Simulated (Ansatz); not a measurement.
## C: an elastic constant from a strain scan

Level of theory: DFT PBE, scalar-relativistic, plane waves, PAW (Ansatz). Settings: plane waves to 420 eV, k-mesh 12×12×6 (Γ-centred), Gaussian smearing 0.05 eV. No spin polarisation. Energies are free energies at this smearing, counted from the undisturbed cell; pressure is positive in compression.

Zero of the scan (relaxed at this level):

```
C
1.0
     2.51156    0.00000    0.00000
    -1.25578    2.17508    0.00000
     0.00000    0.00000    4.18036
C
4
Direct
  0.33333 0.66667 0.06273
  0.66667 0.33333 0.56273
  0.33333 0.66667 0.43727
  0.66667 0.33333 0.93727
```

The cell is strained by ε times the Voigt pattern (0, 0, 1, 0, 0, 0) (xx, yy, zz, yz, xz, xy; engineering shear) with fractional coordinates fixed. The cell holds 4 atoms in V0 = 22.84 Å³. The stress column is τ = (1/V0) dE/dε, got from the stress tensor σ (compression positive) at each point as −det(1 + εP) σ : P(1 + εP)⁻¹, with P the pattern as a tensor.

| ε | ΔE (meV/atom) | τ (GPa) |
| --- | --- | --- |
| -0.0400 | 40.688 | -60.105 |
| -0.0300 | 22.315 | -43.350 |
| -0.0200 | 9.663 | -27.793 |
| -0.0100 | 2.354 | -13.375 |
| 0.0000 | 0.000 | -0.006 |
| 0.0100 | 2.227 | 12.394 |
| 0.0200 | 8.735 | 23.875 |
| 0.0300 | 19.150 | 34.530 |
| 0.0350 | 25.744 | 39.553 |
| 0.0400 | ? | ? |

Q: Which combination of elastic constants does this scan measure, and how large is it?

A: For small ε, τ = τ0 + Kε with K = pᵀCp, which for this pattern is C33 in the Cartesian frame shown. The parabola through τ at ε = -0.0100, 0 and 0.0100 has slope K = 1288 GPa at zero. The energies per cell, E = NΔE, of the same two points give K = 2[E(ε₊)/ε₊ − E(ε₋)/ε₋]/[(ε₊ − ε₋)V0] = 1286 GPa, in agreement. These are clamped-ion values.

Q: Predict the withheld row at ε = 0.0400 from the harmonic law, and compare.

A: ΔE = V0(τ0 ε + Kε²/2)/N = 36.721 meV/atom and τ = 51.53 GPa. The calculation gives 33.211 meV/atom and 44.39 GPa: the energy lies 10 % below the harmonic value, as bonds soften when stretched.

Forces appear on the atoms along this scan, and letting them relax would lower the energy and soften the response.